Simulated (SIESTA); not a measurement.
ZrS under changes of volume

One of the cells (18.450 Å³/atom); the others are scaled copies at fixed shape and fractional positions:

```
CELL_PARAMETERS angstrom
0.00000 2.64238 2.64238
2.64238 0.00000 2.64238
2.64238 2.64238 0.00000
ATOMIC_POSITIONS crystal
Zr 0.00000 0.00000 0.00000
S 0.50000 0.50000 0.50000
```

```yaml
Program: SIESTA 5.4.2
Functional: PBEsol
Potentials_or_basis: PseudoDojo 0.4 standard (PBEsol files)
Basis: DZP (energy shift 0.003 Ry; two zetas on semicore shells)
Grid_cutoff: 800 Ry
Energy_shift: 0.003 Ry
k_mesh: 9 × 9 × 9
Occupations: fermi-dirac, width 0.05 eV
Spin: no spin polarisation
```

| volume (Å³/atom) | energy over the lowest point (meV/atom) | pressure (GPa) |
| --- | --- | --- |
| 17.003 | 6.41 | 4.6 |
| 17.364 | 0.00 | 1.3 |
| 17.726 | 0.64 | -1.7 |
| 18.450 | 20.32 | -6.8 |
| 18.811 | ? | ? |
| 19.173 | 60.42 | -10.8 |

Problem. What does the run at 18.811 Å³/atom give?

Solution. Energy over the lowest point 38.11 meV/atom; pressure -8.9 GPa.

Worked out: A Birch-Murnaghan fit of order 3 (a polynomial in V^(-2/3)) to the other rows has its minimum at 17.51 Å³/atom with B0 = V·E''(V) = 145 GPa and B' = 4.3. It gives 38.06 meV/atom at 18.811 Å³/atom, against the run's 38.11, and -dE/dV = -8.9 GPa, against -8.9.

Energies are extrapolated to zero smearing.

Caveats: the basis of atomic orbitals isn't converged, which shifts pressures, moduli and gaps.
